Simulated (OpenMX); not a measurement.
CuAu:

```
CELL_PARAMETERS angstrom
2.81075 0.00000 0.00000
0.00000 2.81075 0.00000
0.00000 0.00000 3.68500
ATOMIC_POSITIONS crystal
Au 0.00000 0.00000 0.00000
Cu 0.50000 0.50000 0.50000
```

| Item | Value |
| --- | --- |
| Program | OpenMX 3.8.5 |
| Task | single point |
| Functional | PBE |
| Potentials or basis | OpenMX 2013 PBE set, Au7.0-s3p2d2f1, Cu6.0H-s3p2d2, grid cutoff 500 Ry |
| k mesh | 9 × 9 × 7 |
| Occupations | fermi-dirac, width 0.05 eV |
| Spin | no spin polarisation |

On this cell: pressure 6.5 GPa; largest force under 0.003 eV/Å; band gap on the k mesh none (metal or under the smearing width).

The same run follows on a disturbed copy (atoms moved at random, drawn with an rms of 0.05 Å):

```
Au Cu
1.0
     2.81075    0.00000    0.00000
     0.00000    2.81075    0.00000
     0.00000    0.00000    3.68500
Au Cu
1 1
Cartesian
  -0.0198 0.0089 -0.0574
  1.3957 1.3765 1.8232
```

Problem. What does the disturbed cell give?

Solution. The energy (extrapolated to zero smearing) moves by +3.6 meV/atom; pressure 6.7 GPa; largest force 0.369 eV/Å; band gap on the k mesh none (metal or under the smearing width).

Forces in eV/Å, atoms in the order of the input:
```
Au   0.042 -0.145  0.310
Cu  -0.086  0.125 -0.336
```

The forces don't sum to zero, so they hold noise of the program's grid.

Caveats: the basis of atomic orbitals isn't converged, which shifts pressures, moduli and gaps.
